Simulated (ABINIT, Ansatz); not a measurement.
# RbCl (Fm-3m): G0W0 with ABINIT, start to end

Wanted: ground state, empty states, screening and self-energy for RbCl (Fm-3m).

Main program and level: ABINIT 10.8.3; PBE and many-body steps on it, plane waves.

## (1) Set-up

The structure is cubic, space group Fm-3m (No. 225). Conventional cell: a = 6.579 Å, b = 6.579 Å, c = 6.579 Å, α = 90.00°, β = 90.00°, γ = 90.00°. Nearest to Rb lie 6 Cl at 3.29 Å. Nearest to Cl lie 6 Rb at 3.29 Å. Farther neighbours and most contacts between anions are not listed.

The cell and positions come from the Crystallography Open Database and are kept as given unless a step says otherwise.

## (2) Ground state

This step: ABINIT 10.8.3; DFT, PBE, plane waves, norm-conserving pseudopotentials.

The ground-state density comes first.

File run.abi:

```
acell 3*1.0 Angstrom
rprim 
  0.000000000000 3.289500000000 3.289500000000
  3.289500000000 0.000000000000 3.289500000000
  3.289500000000 3.289500000000 -0.000000000000
ntypat 2
znucl 37 17
natom 2
typat 1 2
xred 
  0.000000000000 0.000000000000 0.000000000000
  0.500000000000 0.500000000000 0.500000000000
pp_dirpath "pseudos"
pseudos "Rb.upf, Cl.upf"
ecut 25
ngkpt 6 6 6
nshiftk 1
shiftk 0 0 0
kptopt 1
chksymbreak 0
nband 13
occopt 1
tolvrs 1e-10
nstep 60
prtwf 0
optforces 0
optstress 0
indata_prefix "in"
outdata_prefix "out"
tmpdata_prefix "tmp"
```

Launch:

```bash
$ OMP_NUM_THREADS=1 mpirun -n 4 abinit run.abi > log
```

Numbers of over 12 decimals in the logs are rounded to 6 here.

Output:

```text
.Version 10.8.3 of ABINIT. v10.8.2 released Aug 2026.

 Symmetries : space group Fm -3 m (#225); Bravais cF (face-center cubic)
================================================================================
 Values of the parameters that define the memory need of the present run
     intxc =       0    ionmov =       0      iscf =       7    lmnmax =       6
     lnmax =       6     mgfft =      40  mpssoang =       3    mqgrid =    3001
     natom =       2  nloc_mem =       1    nspden =       1   nspinor =       1
    nsppol =       1      nsym =      48    n1xccc =    2501    ntypat =       2
    occopt =       1   xclevel =       2
-    mband =          13        mffmem =           1         mkmem =           4
       mpw =        2882          nfft =       64000          nkpt =          16
================================================================================
  Rough estimation (10% accuracy) of disk space for files :
================================================================================

--------------------------------------------------------------------------------
------------- Echo of variables that govern the present computation ------------
--------------------------------------------------------------------------------
 -outvars: echo values of preprocessed input variables --------
            acell      1.8897261259E+00  1.8897261259E+00  1.8897261259E+00 Bohr

      chksymbreak           0
             ecut      2.50000000E+01 Hartree
-          fftalg         312

              ixc     -101130
              kpt      0.00000000E+00  0.00000000E+00  0.00000000E+00
                       1.66666667E-01  0.00000000E+00  0.00000000E+00
                       3.33333333E-01  0.00000000E+00  0.00000000E+00
                       5.00000000E-01  0.00000000E+00  0.00000000E+00
                       1.66666667E-01  1.66666667E-01  0.00000000E+00
                       3.33333333E-01  1.66666667E-01  0.00000000E+00
                       5.00000000E-01  1.66666667E-01  0.00000000E+00
                      -3.33333333E-01  1.66666667E-01  0.00000000E+00
                      -1.66666667E-01  1.66666667E-01  0.00000000E+00
   [... 5 further rows ...]
                      -3.33333333E-01  3.33333333E-01  1.66666667E-01
                      -3.33333333E-01  5.00000000E-01  1.66666667E-01
         kptrlatt        6    0    0      0    6    0      0    0    6
          kptrlen      5.27466651E+01
P           mkmem           4
            natom           2
            nband          13
            ngfft          40      40      40
             nkpt          16
            nstep          60
             nsym          48
           ntypat           2
              occ      2.000000  2.000000  2.000000  2.000000  2.000000  2.000000
                       2.000000  2.000000  0.000000  0.000000  0.000000  0.000000
                       0.000000
        optforces           0
        optstress           0
            prtwf           0
            rprim      0.0000000000E+00  3.2895000000E+00  3.2895000000E+00
[...]
spgroup         225

           tolvrs      1.00000000E-10

             xred      0.0000000000E+00  0.0000000000E+00  0.0000000000E+00
[...]
znucl       37.00000   17.00000

================================================================================

 chkinp: Checking input parameters for consistency.

================================================================================
== DATASET  1 ==================================================================
-   mpi_nproc: 4, omp_nthreads: 1 (-1 if OMP is not activated)

--- !DatasetInfo
iteration_state: {dtset: 1, }
dimensions: {natom: 2, nkpt: 16, mband: 13, nsppol: 1, nspinor: 1, nspden: 1, mpw: 2882, }
cutoff_energies: {ecut:  25.0, pawecutdg:  -1.0, }
electrons: {nelect:   1.60000000E+01, charge:   0.00000000E+00, occopt:   1.00000000E+00, tsmear:   1.00000000E-02, }

 Real(R)+Recip(G) space primitive vectors, cartesian coordinates (Bohr,Bohr^-1):
 R(1)=  0.0000000  6.2162541  6.2162541  G(1)= -0.0804343  0.0804343  0.0804343
 R(2)=  6.2162541  0.0000000  6.2162541  G(2)=  0.0804343 -0.0804343  0.0804343
 R(3)=  6.2162541  6.2162541  0.0000000  G(3)=  0.0804343  0.0804343 -0.0804343
 Unit cell volume ucvol=  4.8041468E+02 bohr^3
 Angles (23,13,12)=  6.00000000E+01  6.00000000E+01  6.00000000E+01 degrees

 getcut: wavevector=  0.0000  0.0000  0.0000  ngfft=  40  40  40
         ecut(hartree)=     25.000   => boxcut(ratio)=   2.02153

--- Pseudopotential description ------------------------------------------------
- Rb Generated using ONCVPSP code by D. R. Hamann
- 37.00000   9.00000  171031                  znucl, zion, pspdat
12 -101130 2 -1 2308                          pspcod,pspxc,lmax,lloc,mmax
     nproj     2     2     2
  pspatm : epsatm=   34.45470878
         --- l  ekb(1:nproj) -->
[...]
pspatm: atomic psp has been read  and splines computed

- Cl Generated using ONCVPSP code by D. R. Hamann
- 17.00000   7.00000  171031                  znucl, zion, pspdat
12 -101130 2 -1 1028                          pspcod,pspxc,lmax,lloc,mmax
     nproj     2     2     2
  pspatm : epsatm=    9.12776517
         --- l  ekb(1:nproj) -->
[...]
2   -2.938609   -0.805455
 pspatm: atomic psp has been read  and splines computed

   6.97319583E+02                                ecore*ucvol(ha*bohr**3)
--------------------------------------------------------------------------------

_setup2: Arith. and geom. avg. npw (full set) are    2866.644    2866.618

================================================================================

--- !BeginCycle
iteration_state: {dtset: 1, }
solver: {iscf: 7, nstep: 60, nline: 4, wfoptalg: 0, }
tolerances: {tolvrs: 1.00E-10, }

     iter   Etot(hartree)      deltaE(h)  residm     vres2
 ETOT  1  -43.588869736832    -4.359E+01 2.489E-02 1.263E+02
 ETOT  2  -43.615856687395    -2.699E-02 2.413E-02 1.058E+01
 ETOT  3  -43.618004986418    -2.148E-03 2.450E-03 1.147E+00
 ETOT  4  -43.618079159929    -7.417E-05 7.554E-04 5.309E-02
 ETOT  5  -43.618080732834    -1.573E-06 3.492E-04 1.677E-03
 ETOT  6  -43.618080786733    -5.390E-08 4.893E-04 1.010E-05
 ETOT  7  -43.618080787481    -7.483E-10 1.893E-04 9.064E-08
 ETOT  8  -43.618080787486    -4.441E-12 2.569E-04 2.262E-09
 ETOT  9  -43.618080787487    -1.030E-12 9.161E-05 1.738E-11

 At SCF step    9       vres2   =  1.74E-11 < tolvrs=  1.00E-10 =>converged.

--- !ResultsGS
iteration_state: {dtset: 1, }
comment   : Summary of ground state results
lattice_vectors:
- [  0.0000000,   6.2162541,   6.2162541, ]
- [  6.2162541,   0.0000000,   6.2162541, ]
- [  6.2162541,   6.2162541,  -0.0000000, ]
lattice_lengths: [   8.79111,    8.79111,    8.79111, ]
lattice_angles: [ 60.000,  60.000,  60.000, ] # degrees, (23, 13, 12)
lattice_volume:   4.8041468E+02
convergence: {deltae: -1.030E-12, res2:  1.738E-11, residm:  9.161E-05, diffor:  0.000E+00, }
etotal    :  -4.36180808E+01
entropy   :   0.00000000E+00
fermie    :  -5.17815654E-02
cartesian_stress_tensor: null
pressure_GPa: null
xred      :
- [  0.0000E+00,   0.0000E+00,   0.0000E+00, Rb]
- [  5.0000E-01,   5.0000E-01,   5.0000E-01, Cl]
cartesian_forces: null
force_length_stats: {min: null, max: null, mean: null, }

 Integrated electronic density in atomic spheres:
 ------------------------------------------------
 Atom  Sphere_radius  Integrated_density
    1        2.00000          5.99904313
    2        2.00000          5.05345780
================================================================================

 ----iterations are completed or convergence reached----

 Mean square residual over all n,k,spin=   51.974E-08; max=  91.609E-06
 reduced coordinates (array xred) for    2 atoms
       0.000000000000      0.000000000000      0.000000000000
       0.500000000000      0.500000000000      0.500000000000
 rms dE/dt=  0.0000E+00; max dE/dt=  0.0000E+00; dE/dt below (all hartree)
    1       0.000000000000      0.000000000000      0.000000000000
    2       0.000000000000      0.000000000000      0.000000000000

 cartesian coordinates (angstrom) at end:
    1      0.000000     0.000000     0.000000
    2      3.289500     3.289500     3.289500
 length scales=  1.889726125908  1.889726125908  1.889726125908 bohr
              =  1.000000000000  1.000000000000  1.000000000000 angstroms
 prteigrs : about to open file out_EIG
 Fermi (or HOMO) energy (hartree) =  -0.05178   Average Vxc (hartree)=  -0.27552
 Eigenvalues (hartree) for nkpt=  16  k points:
 kpt#   1, nband= 13, wtk=  0.00463, kpt=  0.0000  0.0000  0.0000 (reduced coord)
  -0.93113   -0.49275   -0.34474   -0.34474   -0.34474   -0.05178   -0.05178   -0.05178
   0.13206    0.24174    0.24174    0.24174    0.27745
 prteigrs : prtvol=0 or 1, do not print more k-points.

--- !EnergyTerms
iteration_state     : {dtset: 1, }
comment             : Components of total free energy in Hartree
kinetic             :  1.28844880965920E+01
hartree             :  7.90952657297168E+00
xc                  : -1.16000809857032E+01
Ewald energy        : -2.94927782218083E+01
psp_core            :  1.45149515998135E+00
local_psp           : -2.58845536564371E+01
non_local_psp       :  1.11382224691692E+00
total_energy        : -4.36180807874866E+01
total_energy_eV     : -1.18690844361670E+03
band_energy         : -5.31176680544888E+00

== END DATASET(S) ==============================================================
================================================================================

 -outvars: echo values of variables after computation  --------
           etotal     -4.3618080787E+01
            nband          13
             nkpt          16
          spgroup         225
 [... the other variables as echoed above ...]

 Calculation completed.
```

Elapsed: 6.1 s, on 4 MPI ranks of Intel Xeon Platinum 8488C (Sapphire Rapids), shared host; peak memory 0.32 GiB.

This step gave:

| Property | Result |
| --- | --- |
| total energy | -1186.9084 eV |
| gap | 5.003 eV |
| k of the valence top | 0, 0, 0 |
| k of the conduction bottom | 0, 0, 0 |
| least direct gap | 5.003 eV |

The gap is direct, at Γ.

## (3) Bands along the symmetry lines

The cheap functional maps the bands first; the places of the edges decide which points the dearer methods must see.

File run.abi:

```
acell 3*1.0 Angstrom
rprim 
  0.000000000000 3.289500000000 3.289500000000
  3.289500000000 0.000000000000 3.289500000000
  3.289500000000 3.289500000000 -0.000000000000
ntypat 2
znucl 37 17
natom 2
typat 1 2
xred 
  0.000000000000 0.000000000000 0.000000000000
  0.500000000000 0.500000000000 0.500000000000
pp_dirpath "pseudos"
pseudos "Rb.upf, Cl.upf"
ecut 25
iscf -2
irdden 1
kptopt 0
nkpt 50
kpt 
  0.00000000 0.00000000 0.00000000
  0.06250000 0.00000000 0.06250000
  0.12500000 0.00000000 0.12500000
  0.18750000 0.00000000 0.18750000
  0.25000000 0.00000000 0.25000000
  0.31250000 0.00000000 0.31250000
  0.37500000 0.00000000 0.37500000
  0.43750000 0.00000000 0.43750000
  0.50000000 0.00000000 0.50000000
  0.51562500 0.03125000 0.51562500
  0.53125000 0.06250000 0.53125000
  0.54687500 0.09375000 0.54687500
  0.56250000 0.12500000 0.56250000
  0.57812500 0.15625000 0.57812500
  0.59375000 0.18750000 0.59375000
  0.60937500 0.21875000 0.60937500
  0.62500000 0.25000000 0.62500000
  0.37500000 0.37500000 0.75000000
  0.32812500 0.32812500 0.65625000
  0.28125000 0.28125000 0.56250000
  0.23437500 0.23437500 0.46875000
  0.18750000 0.18750000 0.37500000
  0.14062500 0.14062500 0.28125000
  0.09375000 0.09375000 0.18750000
  0.04687500 0.04687500 0.09375000
  0.00000000 0.00000000 0.00000000
  0.06250000 0.06250000 0.06250000
  0.12500000 0.12500000 0.12500000
  0.18750000 0.18750000 0.18750000
  0.25000000 0.25000000 0.25000000
  0.31250000 0.31250000 0.31250000
  0.37500000 0.37500000 0.37500000
  0.43750000 0.43750000 0.43750000
  0.50000000 0.50000000 0.50000000
  0.50000000 0.46875000 0.53125000
  0.50000000 0.43750000 0.56250000
  0.50000000 0.40625000 0.59375000
  0.50000000 0.37500000 0.62500000
  0.50000000 0.34375000 0.65625000
  0.50000000 0.31250000 0.68750000
  0.50000000 0.28125000 0.71875000
  0.50000000 0.25000000 0.75000000
  0.50000000 0.21875000 0.71875000
  0.50000000 0.18750000 0.68750000
  0.50000000 0.15625000 0.65625000
  0.50000000 0.12500000 0.62500000
  0.50000000 0.09375000 0.59375000
  0.50000000 0.06250000 0.56250000
  0.50000000 0.03125000 0.53125000
  0.50000000 0.00000000 0.50000000
istwfk *1
nband 15
nbdbuf 2
tolwfr 1e-08
nstep 40
prtwf 0
prtvol 0
indata_prefix "in"
outdata_prefix "out"
tmpdata_prefix "tmp"
```

Output:

```text
.Version 10.8.3 of ABINIT. v10.8.2 released Aug 2026.

 Symmetries : space group Fm -3 m (#225); Bravais cF (face-center cubic)
[... echo of the input left out ...]
== DATASET  1 ==================================================================
-   mpi_nproc: 4, omp_nthreads: 1 (-1 if OMP is not activated)

--- !DatasetInfo
iteration_state: {dtset: 1, }
dimensions: {natom: 2, nkpt: 50, mband: 15, nsppol: 1, nspinor: 1, nspden: 1, mpw: 2886, }
cutoff_energies: {ecut:  25.0, pawecutdg:  -1.0, }
electrons: {nelect:   1.60000000E+01, charge:   0.00000000E+00, occopt:   1.00000000E+00, tsmear:   1.00000000E-02, }

 Real(R)+Recip(G) space primitive vectors, cartesian coordinates (Bohr,Bohr^-1):
 R(1)=  0.0000000  6.2162541  6.2162541  G(1)= -0.0804343  0.0804343  0.0804343
 R(2)=  6.2162541  0.0000000  6.2162541  G(2)=  0.0804343 -0.0804343  0.0804343
 R(3)=  6.2162541  6.2162541  0.0000000  G(3)=  0.0804343  0.0804343 -0.0804343
 Unit cell volume ucvol=  4.8041468E+02 bohr^3
 Angles (23,13,12)=  6.00000000E+01  6.00000000E+01  6.00000000E+01 degrees

 getcut: wavevector=  0.0000  0.0000  0.0000  ngfft=  40  40  40
         ecut(hartree)=     25.000   => boxcut(ratio)=   2.02153

--- Pseudopotential description ------------------------------------------------
- Rb Generated using ONCVPSP code by D. R. Hamann
- 37.00000   9.00000  171031                  znucl, zion, pspdat
12 -101130 2 -1 2308                          pspcod,pspxc,lmax,lloc,mmax
     nproj     2     2     2
  pspatm : epsatm=   34.45470878
         --- l  ekb(1:nproj) -->
             0    8.246201   -0.469081
             1    3.243116   -0.369397
             2   -1.026759    0.985281
 pspatm: atomic psp has been read  and splines computed

- Cl Generated using ONCVPSP code by D. R. Hamann
- 17.00000   7.00000  171031                  znucl, zion, pspdat
12 -101130 2 -1 1028                          pspcod,pspxc,lmax,lloc,mmax
     nproj     2     2     2
  pspatm : epsatm=    9.12776517
         --- l  ekb(1:nproj) -->
[...]
pspatm: atomic psp has been read  and splines computed

--------------------------------------------------------------------------------

================================================================================
 prteigrs : about to open file out_EIG
 Non-SCF case, kpt    1 (  0.00000  0.00000  0.00000), residuals and eigenvalues=
  3.33E-09  7.47E-09  4.20E-09  5.27E-09  4.85E-09  2.84E-09  6.23E-09  4.31E-09
  8.71E-09  4.83E-09  6.22E-09  7.14E-09  3.81E-09  6.20E-09  7.98E-09
 -9.3113E-01 -4.9275E-01 -3.4474E-01 -3.4474E-01 -3.4474E-01 -5.1782E-02
 -5.1782E-02 -5.1782E-02  1.3206E-01  2.4174E-01  2.4174E-01  2.4174E-01
[...]
Non-SCF case, kpt    2 (  0.06250  0.00000  0.06250), residuals and eigenvalues=
  4.18E-09  3.21E-09  2.62E-09  5.89E-09  3.66E-09  4.03E-09  3.50E-09  9.55E-09
[...]
5.19E-09  7.05E-09  4.12E-09  8.74E-09  2.92E-09  6.25E-09  4.09E-09  9.70E-09
  7.43E-09  3.14E-09  3.73E-09  4.62E-09  4.57E-09  3.53E-09  3.84E-08
[...]
Non-SCF case, kpt   49 (  0.50000  0.03125  0.53125), residuals and eigenvalues=
[...]
Non-SCF case, kpt   50 (  0.50000  0.00000  0.50000), residuals and eigenvalues=
[...]
-9.3038E-01 -4.9099E-01 -3.5421E-01 -3.4846E-01 -3.4846E-01 -6.3521E-02
 -5.5502E-02 -5.5502E-02  1.7630E-01  2.4468E-01  3.0532E-01  3.1736E-01
[...]
--- !ResultsGS
iteration_state: {dtset: 1, }
comment   : Summary of ground state results
lattice_vectors:
- [  0.0000000,   6.2162541,   6.2162541, ]
- [  6.2162541,   0.0000000,   6.2162541, ]
- [  6.2162541,   6.2162541,  -0.0000000, ]
lattice_lengths: [   8.79111,    8.79111,    8.79111, ]
lattice_angles: [ 60.000,  60.000,  60.000, ] # degrees, (23, 13, 12)
lattice_volume:   4.8041468E+02
convergence: {deltae:  0.000E+00, res2:  0.000E+00, residm:  1.000E-08, diffor:  0.000E+00, }
etotal    :  -4.36180808E+01
entropy   :   0.00000000E+00
fermie    :  -5.17815654E-02
cartesian_stress_tensor: null
pressure_GPa: null
xred      :
- [  0.0000E+00,   0.0000E+00,   0.0000E+00, Rb]
- [  5.0000E-01,   5.0000E-01,   5.0000E-01, Cl]
cartesian_forces: null
force_length_stats: {min: null, max: null, mean: null, }

 Integrated electronic density in atomic spheres:
 ------------------------------------------------
 Atom  Sphere_radius  Integrated_density
[...]
================================================================================

 ----iterations are completed or convergence reached----

 Mean square residual over all n,k,spin=   60.239E-10; max=  99.995E-10
 reduced coordinates (array xred) for    2 atoms
       0.000000000000      0.000000000000      0.000000000000
       0.500000000000      0.500000000000      0.500000000000

 cartesian coordinates (angstrom) at end:
    1      0.000000     0.000000     0.000000
    2      3.289500     3.289500     3.289500
 length scales=  1.889726125908  1.889726125908  1.889726125908 bohr
              =  1.000000000000  1.000000000000  1.000000000000 angstroms
 prteigrs : about to open file out_EIG
 Eigenvalues (hartree) for nkpt=  50  k points:
 kpt#   1, nband= 15, wtk=  1.00000, kpt=  0.0000  0.0000  0.0000 (reduced coord)
[...]
kpt#   2, nband= 15, wtk=  1.00000, kpt=  0.0625  0.0000  0.0625 (reduced coord)
[...]
kpt#   3, nband= 15, wtk=  1.00000, kpt=  0.1250  0.0000  0.1250 (reduced coord)
[...]
kpt#  49, nband= 15, wtk=  1.00000, kpt=  0.5000  0.0313  0.5313 (reduced coord)
  -0.93038   -0.49104   -0.35415   -0.34851   -0.34830   -0.06348   -0.05600   -0.05562
   0.17725    0.24593    0.30330    0.31831    0.32865    0.37921    0.38018
 kpt#  50, nband= 15, wtk=  1.00000, kpt=  0.5000  0.0000  0.5000 (reduced coord)
  -0.93038   -0.49099   -0.35421   -0.34846   -0.34846   -0.06352   -0.05550   -0.05550
   0.17630    0.24468    0.30532    0.31736    0.32950    0.37914    0.37914

== END DATASET(S) ==============================================================
================================================================================

 -outvars: echo values of variables after computation  --------
            nband          15
             nkpt          50
          spgroup         225
 [... the other variables as echoed above ...]

 Calculation completed.
```

The job ended after 10 s (4 MPI ranks; peak memory 0.31 GiB).

This step gave:

```
gap                        : 5.003 eV
k of the valence top       : 0, 0, 0
k of the conduction bottom : 0, 0, 0
least direct gap           : 5.003 eV
```

The gap is 5.003 eV, as in the run before at this level.

The electronic bands at the labelled points (eV, zero at the top of the highest filled band; v1 is the highest filled band, c1 the lowest empty one):

```csv
point,v4,v3,v2,v1,c1,c2,c3,c4
Γ,-7.97,0.00,0.00,0.00,5.00,7.99,7.99,7.99
halfway,-7.99,-0.53,-0.07,-0.07,6.37,6.89,9.43,9.50
X,-8.07,-0.32,-0.10,-0.10,6.21,8.07,9.72,10.04
halfway,-8.06,-0.31,-0.19,-0.14,6.41,8.33,9.36,10.20
U,-8.03,-0.40,-0.28,-0.22,6.95,8.71,9.06,9.75
jump to K,-8.03,-0.40,-0.28,-0.22,6.95,8.71,9.06,9.75
halfway,-7.95,-0.59,-0.27,-0.11,6.66,7.61,8.82,9.51
Γ,-7.97,0.00,0.00,0.00,5.00,7.99,7.99,7.99
halfway,-7.96,-0.48,-0.18,-0.18,6.27,7.77,8.74,8.74
L,-7.95,-0.86,-0.34,-0.34,7.75,7.98,10.16,10.16
halfway,-7.96,-0.65,-0.29,-0.29,7.73,7.86,9.74,9.90
W,-7.96,-0.44,-0.24,-0.24,7.67,7.67,9.34,9.37
halfway,-8.02,-0.30,-0.27,-0.15,6.61,8.53,8.99,10.05
X,-8.07,-0.32,-0.10,-0.10,6.21,8.07,9.72,10.04
```

(Part 1 of 2 ends here.)

[Paths, hosts, dates, memory and timing lines, banners, echoed tables and standing remarks are left out of the program output.]

[Logs are printed without paths, hosts, clocks, repeated set-up lines and the standing remarks that a program may print on its own settings, such as how far it seeks lower states.]

[Runs of the session that timed out or met a known fault of the program may be left out.]

[Hosts, paths, dates, database ids (printed as entryN), source tags and the programs' standing remarks are cut or masked in the printed files.]

[G0W0 gaps are taken among the corrected bands and points alone; a level outside them can change the order at an edge.]

[Where Ansatz stands beside ABINIT at settings called matched, ABINIT's density can come from a denser mesh and the files from another edition; pairs whose starting gaps differed by over 0.03 eV were left out, so agreement reads better than it is.]
